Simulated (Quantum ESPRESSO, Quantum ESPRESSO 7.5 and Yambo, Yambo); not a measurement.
# MoS2 (2H monolayer): G0W0 with Yambo, start to end

How does a plane-wave GW calculation on MoS2 (2H monolayer) run from the first input to the gap?

Method: PBE and many-body steps on it, plane waves, in Quantum ESPRESSO 7.5 and Yambo 5.3.0.

**The experiments to reproduce.**

- Gap 2.161 ± 0.003 eV: free-particle direct gap at K; magneto-absorption of Rydberg excitons; 4 K; monolayer (exfoliated monolayer encapsulated in hBN, sample 1) (“Revealing exciton masses and dielectric properties of monolayer semiconductors with high magnetic fields”, 2019, pmc:6744484).

- Gap 2.7 ± 0.01 eV: quasiparticle gap at K, electron density 1.8e12 cm-2; photoluminescence excitation spectroscopy; 80 K; monolayer on SiO2/Si (“Optically discriminating carrier-induced quasiparticle band gap and exciton energy renormalization in monolayer MoS2”, 2017, arxiv:1712.00820).

- Gap 2.44 eV: quasiparticle gap onset from absorbance critical point analysis; optical absorbance, critical point analysis; 300 K; monolayer (exfoliated monolayer on SiO2/Si) on SiO2 (“Impact of intrinsic and extrinsic imperfections on the electronic and optical properties of MoS2”, 2019, arxiv:1905.01242).

- Gap 1.83 eV: direct optical gap from band-edge PL peak (excitonic); photoluminescence, 532 nm excitation; monolayer on SiO2/Si (“Analyzing Growth Kinematics and Fractal Dimensions of Molybdenum Disulfide Films”, 2020, arxiv:2012.05979).

- Gap 1.936 eV: optical gap, A exciton from PL extrapolated to 0 K; photoluminescence, Varshni extrapolation; 0 K; monolayer (encapsulated by h-BN and graphene) (“Spectroscopic studies of atomic defects and bandgap renormalization in semiconducting monolayer transition metal dichalcogenides”, 2019, arxiv:1910.14206).

This is a selection; 32 further reports are not listed.

This is a report of a sequence of runs, with most program output left out.

## (1) The starting structure

The cell holds 3 atoms: 1 Mo and 2 S. Its edges and angles: a = 3.468 Å, b = 3.468 Å, c = 16.000 Å, α = 90.0°, β = 90.0°, γ = 120.0°. It derives from  ([{'formula': 'MoS2', 'spacegroup': 194, 'source': 'prototype of the bulk crystal'}]). Vacuum lies along c.

The start is a generated structure, not a measured one.

## (2) Relaxation

This step: Quantum ESPRESSO 7.5; DFT, PBE, plane waves, norm-conserving pseudopotentials.

A relaxation at this level of theory: leftover forces would pass straight into the levels.

pw.in

```
&control
  calculation = 'vc-relax'
  prefix = 'x'
  outdir = 'o'
  pseudo_dir = 'pseudo'
  forc_conv_thr = 4e-4
  nstep = 60
/
&system
  ibrav = 0
  nat = 3
  ntyp = 2
  ecutwfc = 92.0
  nbnd = 18
  force_symmorphic = .true.
  occupations = 'smearing'
  smearing = 'fd'
  degauss = 0.002
/
&electrons
  conv_thr = 1e-9
  electron_maxstep = 80
  mixing_beta = 0.5
/
&ions
/
&cell
  press_conv_thr = 0.3
  cell_dofree = '2Dxy'
/
ATOMIC_SPECIES
  Mo 95.95 Mo.upf
  S 32.06 S.upf
CELL_PARAMETERS angstrom
  3.4681845800 -0.0000000000 0.0000000000
  -1.7340922900 3.0035359513 0.0000000000
  0.0000000000 0.0000000000 16.0000000000
ATOMIC_POSITIONS crystal
  Mo 0.3333333333 0.6666666667 0.5000000000
  S 0.6666666667 0.3333333333 0.6058205925
  S 0.6666666667 0.3333333333 0.3941794075
K_POINTS automatic
  9 9 1 0 0 0
```

Command:

```console
$ OMP_NUM_THREADS=1 mpirun -n 8 pw.x -nk 8 -in pw.in > pw.out
```

It took 1.8 min on 8 MPI ranks of Arm Neoverse V2, shared host; peak memory 1.4 GiB; 14 min of CPU time.

The steps of the relaxation:

| step | energy less that of the first step (eV) | largest force (eV/Å) | volume (Å³) |
| --- | --- | --- | --- |
| 1 | 0.0000 | 2.7235 | 166.67 |
| 2 | -0.4961 | 2.0475 | 162.01 |
| 3 | -0.9145 | 1.0716 | 156.35 |
| 4 | -1.1520 | 0.5985 | 148.05 |
| 5 | -1.1743 | 0.5323 | 146.73 |
| 6 | -1.1965 | 0.4129 | 145.29 |
| 7 | -1.2193 | 0.2387 | 143.14 |
| 8 | -1.2297 | 0.0062 | 140.49 |
| 9 | -1.2297 | 0.0017 | 140.58 |
| 10 | -1.2293 | 0.0016 | 140.58 |

| cell as run | before | after | change |
| --- | --- | --- | --- |
| a (Å) | 3.468 | 3.185 | -8.2 % |
| b (Å) | 3.468 | 3.185 | -8.2 % |

The atoms that moved most (Å, along periodic axes as changes of fractional coordinates times the final cell, across vacuum about the mean position):

| atom | dx | dy | dz | length |
| --- | --- | --- | --- | --- |
| S2 | 0.000 | 0.000 | -0.130 | 0.130 |
| S3 | 0.000 | 0.000 | 0.130 | 0.130 |

The relaxed structure:

```xyz
3
Lattice="3.1852 0.0000 0.0000 -1.5926 2.7585 0.0000 0.0000 0.0000 16.0000" Properties=species:S:1:pos:R:3
Mo    0.0000    1.8390    8.0000
S     1.5926    0.9195    9.5630
S     1.5926    0.9195    6.4370
```

## (3) Ground state

The ground-state density comes first.

pw.in

```
&control
  calculation = 'scf'
  prefix = 'x'
  outdir = 'o'
  pseudo_dir = 'pseudo'
  tprnfor = .true.
  tstress = .true.
/
&system
  ibrav = 0
  nat = 3
  ntyp = 2
  ecutwfc = 72.0
  nbnd = 18
  force_symmorphic = .true.
/
&electrons
  conv_thr = 1e-10
  electron_maxstep = 80
  mixing_beta = 0.5
/
ATOMIC_SPECIES
  Mo 95.95 Mo.upf
  S 32.06 S.upf
CELL_PARAMETERS angstrom
  3.1851871491 0.0000000002 0.0000000000
  -1.5925935747 2.7584529868 0.0000000000
  0.0000000000 0.0000000000 16.0000000000
ATOMIC_POSITIONS crystal
  Mo 0.3333333333 0.6666666667 0.5000000000
  S 0.6666666667 0.3333333333 0.5976878827
  S 0.6666666667 0.3333333333 0.4023121173
K_POINTS automatic
  12 12 1 0 0 0
```

The job ended after 11 s (8 MPI ranks; peak memory 0.89 GiB).

Numbers from this step:

```
total energy               : -2515.6882 eV
gap                        : 1.657 eV
k of the valence top       : 0, 0, 0
k of the conduction bottom : 0.3333, 0.3333, 0
least direct gap           : 1.676 eV
pressure                   : -0.06900 GPa
```

The gap is indirect, with the least direct gap 0.018 eV higher.

## (4) Bands along the symmetry lines

The cheap functional maps the bands first; the places of the edges decide which points the dearer methods must see.

pw.in

```
&control
  calculation = 'bands'
  prefix = 'x'
  outdir = 'o'
  pseudo_dir = 'pseudo'
/
&system
  ibrav = 0
  nat = 3
  ntyp = 2
  ecutwfc = 72.0
  nbnd = 19
  force_symmorphic = .true.
/
&electrons
  conv_thr = 1e-9
  electron_maxstep = 80
  diago_full_acc = .true.
  diago_thr_init = 5e-6
/
ATOMIC_SPECIES
  Mo 95.95 Mo.upf
  S 32.06 S.upf
CELL_PARAMETERS angstrom
  3.1851871491 0.0000000002 0.0000000000
  -1.5925935747 2.7584529868 0.0000000000
  0.0000000000 0.0000000000 16.0000000000
ATOMIC_POSITIONS crystal
  Mo 0.3333333333 0.6666666667 0.5000000000
  S 0.6666666667 0.3333333333 0.5976878827
  S 0.6666666667 0.3333333333 0.4023121173
K_POINTS crystal
  25
  0.00000000 0.00000000 0.00000000 1
  0.06250000 0.00000000 0.00000000 1
  0.12500000 0.00000000 0.00000000 1
  0.18750000 0.00000000 0.00000000 1
  0.25000000 0.00000000 0.00000000 1
  0.31250000 0.00000000 0.00000000 1
  0.37500000 0.00000000 0.00000000 1
  0.43750000 0.00000000 0.00000000 1
  0.50000000 0.00000000 0.00000000 1
  0.47916667 0.04166667 0.00000000 1
  0.45833333 0.08333333 0.00000000 1
  0.43750000 0.12500000 0.00000000 1
  0.41666666 0.16666666 0.00000000 1
  0.39583333 0.20833333 0.00000000 1
  0.37500000 0.25000000 0.00000000 1
  0.35416666 0.29166666 0.00000000 1
  0.33333333 0.33333333 0.00000000 1
  0.29166666 0.29166666 0.00000000 1
  0.25000000 0.25000000 0.00000000 1
  0.20833333 0.20833333 0.00000000 1
  0.16666666 0.16666666 0.00000000 1
  0.12500000 0.12500000 0.00000000 1
  0.08333333 0.08333333 0.00000000 1
  0.04166667 0.04166667 0.00000000 1
  0.00000000 0.00000000 0.00000000 1
```

Elapsed: 4.9 s, on 8 MPI ranks; peak memory 0.68 GiB.

Numbers from this step:

```yaml
gap: 1.657 eV
k_of_the_valence_top: 0, 0, 0
k_of_the_conduction_bottom: 0.3333, 0.3333, 0
least_direct_gap: 1.676 eV
```

The gap is 1.657 eV, as in the run before at this level.

The electronic bands at the labelled points (eV, zero at the top of the highest filled band):

| point | band 10 | band 11 | band 12 | band 13 | band 14 | band 15 | band 16 | band 17 |
| --- | --- | --- | --- | --- | --- | --- | --- | --- |
| Γ | -1.76 | -1.50 | -1.50 | 0.00 | 2.75 | 2.75 | 3.00 | 3.00 |
| halfway | -2.48 | -1.79 | -1.32 | -0.72 | 2.17 | 2.35 | 2.89 | 3.76 |
| M | -3.16 | -1.86 | -0.98 | -0.63 | 2.23 | 2.74 | 3.86 | 4.29 |
| halfway | -3.12 | -2.35 | -1.88 | -0.32 | 2.12 | 3.02 | 3.49 | 4.37 |
| K | -3.55 | -2.86 | -2.15 | -0.02 | 1.66 | 3.06 | 3.53 | 4.84 |
| halfway | -3.17 | -1.97 | -1.04 | -0.78 | 1.93 | 2.47 | 2.66 | 4.15 |
| Γ | -1.76 | -1.50 | -1.50 | 0.00 | 2.75 | 2.75 | 3.00 | 3.00 |

## (5) Empty states on the mesh, 6×6×1 mesh, 65 bands

The sums over transitions need many empty states on a uniform mesh; this step solves for them.

pw.in

```
&control
  calculation = 'nscf'
  prefix = 'x'
  outdir = 'o'
  pseudo_dir = 'pseudo'
/
&system
  ibrav = 0
  nat = 3
  ntyp = 2
  ecutwfc = 72.0
  nbnd = 65
  force_symmorphic = .true.
/
&electrons
  conv_thr = 1e-9
  electron_maxstep = 80
  diago_full_acc = .true.
  diago_thr_init = 5e-6
/
ATOMIC_SPECIES
  Mo 95.95 Mo.upf
  S 32.06 S.upf
CELL_PARAMETERS angstrom
  3.1851871491 0.0000000002 0.0000000000
  -1.5925935747 2.7584529868 0.0000000000
  0.0000000000 0.0000000000 16.0000000000
ATOMIC_POSITIONS crystal
  Mo 0.3333333333 0.6666666667 0.5000000000
  S 0.6666666667 0.3333333333 0.5976878827
  S 0.6666666667 0.3333333333 0.4023121173
K_POINTS automatic
  6 6 1 0 0 0
```

Command:

```console
$ OMP_NUM_THREADS=1 mpirun -n 8 pw.x -nk 4 -in pw.in > pw.out
```

Elapsed: 6.8 s, on 8 MPI ranks; peak memory 0.64 GiB; 54 s of CPU time.

Numbers from this step:

| Quantity | Value |
| --- | --- |
| gap | 1.657 eV |
| k of the valence top | 0, 0, 0 |
| k of the conduction bottom | 0.3333, 0.3333, 0 |
| least direct gap | 1.676 eV |
| k points computed | 7 |
| lowest point of the top converged band, above the valence top | 27.62 eV |

On this mesh the gap is 1.657 eV.

## (6) Conversion and set-up

This step: Yambo 5.3.0; conversion and set-up on PBE, plane waves, norm-conserving pseudopotentials.

The states are converted to the many-body program's format and the q mesh is built.

Command:

```console
$ (cd o/x.save; p2y > p2y.log; mv SAVE ../..); yambo > setup.log
```

The job ended after 2.3 s (1 MPI rank; peak memory 0.25 GiB).

## (7) Screening and self-energy, 6×6×1 mesh, 65 bands, screening to 95.2 eV

Now the one-shot GW correction: screening in the RPA, then the self-energy of the levels asked for.

This step: G0W0 on PBE, plane waves, norm-conserving pseudopotentials.

gw1.in

```
HF_and_locXC
gw0
dyson
ppa
em1d
rim_cut
rim_w
RandQpts= 3000000
RandGvec= 100 RL
CUTGeo= "slab z"
RandGvecW= 9 RL
EXXRLvcs= 72 Ry
VXCRLvcs= 288 Ry
Chimod= "HARTREE"
% BndsRnXp
 1 | 65 |
%
NGsBlkXp= 7 Ry
% LongDrXp
 1 | 1 | 0 |
%
% GbndRnge
 1 | 65 |
%
DysSolver= "n"
ExtendOut
PPAPntXp= 27.21138 eV
% QPkrange
 1 | 1 | 12 | 15 |
 7 | 7 | 12 | 15 |
%
```

Command:

```console
$ OMP_NUM_THREADS=2 mpirun -n 4 yambo -F gw1.in -J gw1 -C gw1 > gw1.log
```

Elapsed: 54 s, on 4 MPI ranks; peak memory 2.2 GiB.

Numbers from this step:

| Quantity | Value |
| --- | --- |
| G0W0 gap on the points computed | 2.589 eV |
| starting gap on the mesh | 1.657 eV |
| k of the valence top | 0.3333, 0.3333, 0 |
| k of the conduction bottom | 0.3333, 0.3333, 0 |
| least direct G0W0 gap on the computed points | 2.589 eV |
| Z at the valence top | 0.7384 |
| Z at the conduction bottom | 0.7343 |

The gap on the mesh goes from 1.66 eV to 2.59 eV, a correction of +0.93 eV.

Limits: finite bands, cutoff and mesh; no spin-orbit coupling. v1 is the top filled band, c1 the lowest empty one. The levels before and after the correction (eV, zero at the valence-band top of each column):

|  | conduction bottom | valence top |
| --- | --- | --- |
| Kohn-Sham | 1.66 | 0.00 |
| G0W0 | 2.59 | 0.00 |

|  | level | energy (eV) |
| --- | --- | --- |
| Kohn-Sham | (0.333 0.333 0) v2 | -2.145 |
| Kohn-Sham | (0.333 0.333 0) v1 | -0.018 |
| Kohn-Sham | (0.333 0.333 0) c1 | 1.657 |
| Kohn-Sham | (0.333 0.333 0) c2 | 3.058 |
| G0W0 | (0.333 0.333 0) v2 | -2.683 |
| G0W0 | (0.333 0.333 0) v1 | 0.000 |
| G0W0 | (0.333 0.333 0) c1 | 2.589 |
| G0W0 | (0.333 0.333 0) c2 | 3.911 |

## (8) Where the time went

Times are wall times on the hardware named with each run, good to a factor of about two.

| step | time | share | memory (GiB) |
| --- | --- | --- | --- |
| relaxation | 1.8 min | 57 % | 1.4 |
| ground state | 11 s | 6 % | 0.89 |
| bands along the symmetry lines | 4.9 s | 3 % | 0.68 |
| empty states on the mesh | 6.8 s | 4 % | 0.64 |
| conversion and set-up | 2.3 s | 1 % | 0.25 |
| screening and self-energy | 54 s | 29 % | 2.2 |

## (9) Summary of results

```
PBE gap              : 1.66 eV, indirect (only 18 meV under the direct gap)
G0W0 gap on the mesh : 2.59 eV
GW settings          : 6×6×1 mesh, 65 bands, screening to 95.2 eV, Godby-Needs plasmon pole
known limits         : not at the basis limit; no spin-orbit coupling
```

**Reading.** G0W0 moves the gap on the mesh from 1.66 eV to 2.59 eV (+0.93 eV), with Z of 0.74 and 0.73 at the edges. Only 2 of the mesh's irreducible points were corrected, so a valley elsewhere could overtake. The dearest step here is «relaxation». Against experiment, by G0W0@PBE: the direct gap of 2.59 eV lies +0.43 eV from the measured 2.161 ± 0.003 eV (electronic, 4 K, encapsulated, 2019); the gap of 2.59 eV lies −0.11 eV from the measured 2.7 ± 0.01 eV (electronic, 80 K, on SiO2/Si, 2017); the gap of 2.59 eV lies +0.15 eV from the measured 2.44 eV (electronic, 300 K, on SiO2, 2019); the direct gap of 2.59 eV lies +0.76 eV from the measured 1.83 eV (exciton, on SiO2/Si, 2020); the direct gap of 2.59 eV lies +0.65 eV from the measured 1.936 eV (exciton, 0 K, encapsulated, 2019). An exciton line or allowed optical edge lies below the quasiparticle gap by the binding energy; a forbidden edge can push the onset above it. The computed sheet is free-standing; a substrate or cover screens it further and lowers both gap and binding, while the exciton line moves little. The calculation has static nuclei and no excitons; a measured gap holds zero-point and thermal motion, which mostly lowers it. Bands and cutoff are finite, so the gap is not at the basis limit. The miss can reach some tenths of an eV and take either sign; the mesh is an error of its own. In the G0W0 run levels were corrected at 2 k points alone, so a gap called «on the mesh» is the least over those, and an edge elsewhere would be missed. The many-body steps are scalar-relativistic: spin-orbit coupling is not in them.

[Paths, hosts, dates, memory and timing lines, banners, echoed tables and standing remarks are left out of the program output.]

[Logs are printed without paths, hosts, clocks, repeated set-up lines and the standing remarks that a program may print on its own settings, such as how far it seeks lower states.]

[Runs of the session that timed out or met a known fault of the program may be left out.]

[Hosts, paths, dates, database ids (printed as entryN), source tags and the programs' standing remarks are cut or masked in the printed files.]
